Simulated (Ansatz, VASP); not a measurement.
# Two plane-wave programs on TiC

```
CELL_PARAMETERS angstrom
3.15978 0.00000 0.00000
-1.57989 2.73645 0.00000
0.00000 0.00000 4.69784
ATOMIC_POSITIONS crystal
Ti 0.66667 0.33333 0.75000
Ti 0.33333 0.66667 0.25000
C 0.00000 0.00000 0.00000
C 0.00000 0.00000 0.50000
```

Alike in both runs: functional PBE; k mesh 6 × 6 × 4; occupations gaussian, width 0.1 eV; no spin polarisation.

Ansatz relaxed the structure, and its values are those at the end. VASP's run is a single point on that final structure, the one shown.

|  | VASP | Ansatz |
| --- | --- | --- |
| version | VASP 6.6.1 | Ansatz 0.2.0 |
| potentials or method | VASP PAW PBE potentials, release 64 (Ti_sv, C) | scalar-relativistic, plane waves, PAW |
| plane-wave cutoff (eV) | 520 | 420 |
| valence electrons in the cell | 32 | 32 |

Ansatz gave:

- gap on the k mesh at the Fermi level (eV): none
- pressure (GPa): 0.0

Question: What did VASP give for the same quantities?

Answer: gap on the k mesh at the Fermi level (eV): none; pressure (GPa): 0.3.

A gap of «none» marks a metal or a gap that the smearing closes.

Caveats: the k mesh is coarse (spacing up to 0.38 Å⁻¹), so the values aren't converged.
